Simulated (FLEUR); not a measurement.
# WS2 (Tungstenite) (P6_3/mmc) in FLEUR: settings compared, part 2 of 2

FLEUR MaX-R8.1 (later development tree).

### Step 3. Band structure, PBEsol

Changes to inp.xml since step 2:

```diff
@@ -7,8 +7,5 @@
       <cutoffs Kmax="5.57" Gmax="17.3" GmaxXC="17.3" numbands="0"/>
-      <scfLoop itmax="80" minDistance="0.0001" maxIterBroyd="30" imix="Anderson" alpha="0.05" precondParam="0.0" spinf="2.0" sdNocoIR="T"/>
-      <coreElectrons ctail="F" frcor="F" kcrel="0" coretail_lmax="0"/>
-      <xcFunctional name="LibXC" relativisticCorrections="F">
-         <LibXCName exchange="mgga_x_r2scan" correlation="mgga_c_r2scan"/>
-         <AuxGGA exchange="117" correlation="130"/>
-      </xcFunctional>
+      <scfLoop itmax="60" minDistance="0.00001" maxIterBroyd="15" imix="Anderson" alpha="0.05" precondParam="0.0" spinf="2.0" sdNocoIR="T"/>
+      <coreElectrons ctail="T" frcor="F" kcrel="0" coretail_lmax="0"/>
+      <xcFunctional name="PBEs" relativisticCorrections="F"/>
       <magnetism jspins="1"/>
```

crystal.txt

```
WS2
&input cartesian=F /
3.1800000000  0.0000000000  0.0000000000
-1.5900000000  2.7539607840  0.0000000000
0.0000000000  0.0000000000  12.5000000000
1.8897261246
1.0 1.0 1.0

6
74 0.6666666666  0.3333333332  0.7500000000
74 0.3333333332  0.6666666666  0.2500000000
16 0.6666666666  0.3333333332  0.3750000000
16 0.3333333332  0.6666666666  0.8750000000
16 0.6666666666  0.3333333332  0.1250000000
16 0.3333333332  0.6666666666  0.6250000000

&kpt div1=10 div2=10 div3=3 gamma=T /
```

Changes to inp.xml (bands) since step 2:

```diff
@@ -7,8 +7,5 @@
       <cutoffs Kmax="5.57" Gmax="17.3" GmaxXC="17.3" numbands="0"/>
-      <scfLoop itmax="80" minDistance="0.0001" maxIterBroyd="30" imix="Anderson" alpha="0.05" precondParam="0.0" spinf="2.0" sdNocoIR="T"/>
-      <coreElectrons ctail="F" frcor="F" kcrel="0" coretail_lmax="0"/>
-      <xcFunctional name="LibXC" relativisticCorrections="F">
-         <LibXCName exchange="mgga_x_r2scan" correlation="mgga_c_r2scan"/>
-         <AuxGGA exchange="117" correlation="130"/>
-      </xcFunctional>
+      <scfLoop itmax="60" minDistance="0.00001" maxIterBroyd="15" imix="Anderson" alpha="0.05" precondParam="0.0" spinf="2.0" sdNocoIR="T"/>
+      <coreElectrons ctail="T" frcor="F" kcrel="0" coretail_lmax="0"/>
+      <xcFunctional name="PBEs" relativisticCorrections="F"/>
       <magnetism jspins="1"/>
```

Potentials or basis: all-electron, FLAPW.

On the command line:

```console
inpgen -f crystal.txt -profile fastHighL
# inp.xml edited to the form shown
mpirun -n 4 fleur_MPI -pe_per_kpt 1
mpirun -n 4 fleur_MPI -pe_per_kpt 1   # second run, on inp.xml (bands)
```

The log of the run:

```text
Welcome to FLEUR        (www.flapw.de)
      MaX-Release 8.1          (www.max-centre.eu)

 ========== k-point set info ==========
 Selected k-point list: default-1
 k-point list type: mesh
 10 x 10 x 3
 Number of k points: 28

 ------------Calculation Setup---------------------------
 Number of MPI-tasks      :            4
 Number of PE/node        :            4
 Number of OMP-threads    :            1
 Using exactly            1  PE per kpt
 k-points in parallel     :            4
 pe's per k-point         :            1
 No of k-point loops      :            7
 Using exactly            1  PE per kpt
 Using exactly            1  PE per kpt
 Using exactly            1  PE per kpt
 Eigenvalue solver        :       lapack
 Number of basis functions:         2352
 Approximate size of matrices (H+S) per k-point:         0.082 GB
 --------------------------------------------------------
 Iteration:     1   Distance:      10.19878556 me/bohr^3
 Iteration:     2   Distance:       9.27098345 me/bohr^3
 Iteration:     3   Distance:       4.32776517 me/bohr^3
 Iteration:     4   Distance:       1.55732416 me/bohr^3
 Iteration:     5   Distance:       1.34618088 me/bohr^3
 Iteration:     6   Distance:       0.82101559 me/bohr^3
 Iteration:     7   Distance:       0.25437475 me/bohr^3
 Iteration:     8   Distance:       0.18297505 me/bohr^3
 Iteration:     9   Distance:       0.03299411 me/bohr^3
 Iteration:    10   Distance:       0.02360973 me/bohr^3
 Iteration:    11   Distance:       0.00287422 me/bohr^3
 Iteration:    12   Distance:       0.00099865 me/bohr^3
 Iteration:    13   Distance:       0.00035265 me/bohr^3
 Iteration:    14   Distance:       0.00007317 me/bohr^3
 Iteration:    15   Distance:       0.00006499 me/bohr^3
 Iteration:    16   Distance:       0.00005771 me/bohr^3
 Iteration:    17   Distance:       0.00003034 me/bohr^3
 Iteration:    18   Distance:       0.00001433 me/bohr^3
 Iteration:    19   Distance:       0.00000338 me/bohr^3

 ********************************************************************
 Run finished successfully
 Stop message:
   all done
 ********************************************************************
```

Wall time 4.4 min (4 MPI ranks of AMD EPYC 9R45 (Zen 5), shared host).

What came out:

```
Free energy                                           : -922936.1072 eV
Band gap on the k mesh                                : 1.07 eV, indirect (least direct gap 2.08 eV)
Band gap along the path                               : 1.00 eV, indirect (least direct gap 1.73 eV)
Valence electrons inside the program's atomic spheres : W 25.76; S 3.07 (radii W 2.42, S 1.76 bohr)
```

Levels at the corners of the path, in eV from the valence-band top:
```tsv
point	band 38	band 39	band 40	band 41	band 42	band 43
Γ	-1.54	-1.13	0.00	2.24	2.24	2.25
M	-1.83	-1.68	-1.52	2.18	2.22	2.53
K	-2.88	-0.75	-0.58	1.15	1.15	2.11
Γ	-1.54	-1.13	0.00	2.24	2.24	2.25
A	-2.28	-0.31	-0.31	2.24	2.24	2.24
L	-1.91	-1.59	-1.59	2.20	2.20	2.67
H	-3.02	-0.67	-0.67	1.15	1.15	2.60
A	-2.28	-0.31	-0.31	2.24	2.24	2.24
L	-1.91	-1.59	-1.59	2.20	2.20	2.67
M	-1.83	-1.68	-1.52	2.18	2.22	2.53
K	-2.88	-0.75	-0.58	1.15	1.15	2.11
H	-3.02	-0.67	-0.67	1.15	1.15	2.60
```

Core levels (eV from the Fermi level):
| atom | levels |
| --- | --- |
| 1 W | 1s1/2 -69370.7, 2s1/2 -11962.0, 2p1/2 -11438.8, 2p3/2 -10086.6, 3s1/2 -2751.3, 3p1/2 -2518.4, 3p3/2 -2226.1, 4s1/2 -563.9, 3d3/2 -1834.0, 3d5/2 -1770.4, 4p1/2 -467.3, 4p3/2 -399.5, 4d3/2 -241.0, 4d5/2 -228.5 |
| 2 W | 1s1/2 -69370.7, 2s1/2 -11962.0, 2p1/2 -11438.8, 2p3/2 -10086.6, 3s1/2 -2751.3, 3p1/2 -2518.4, 3p3/2 -2226.1, 4s1/2 -563.9, 3d3/2 -1834.0, 3d5/2 -1770.4, 4p1/2 -467.3, 4p3/2 -399.5, 4d3/2 -241.0, 4d5/2 -228.5 |
| 3 S | 1s1/2 -2395.8, 2s1/2 -205.6, 2p1/2 -151.5, 2p3/2 -150.3 |
| 4 S | 1s1/2 -2395.8, 2s1/2 -205.6, 2p1/2 -151.5, 2p3/2 -150.3 |
| 5 S | 1s1/2 -2395.8, 2s1/2 -205.6, 2p1/2 -151.5, 2p3/2 -150.3 |
| 6 S | 1s1/2 -2395.8, 2s1/2 -205.6, 2p1/2 -151.5, 2p3/2 -150.3 |

Caveat: spin-orbit coupling is left out, which moves the levels of the heavy elements.
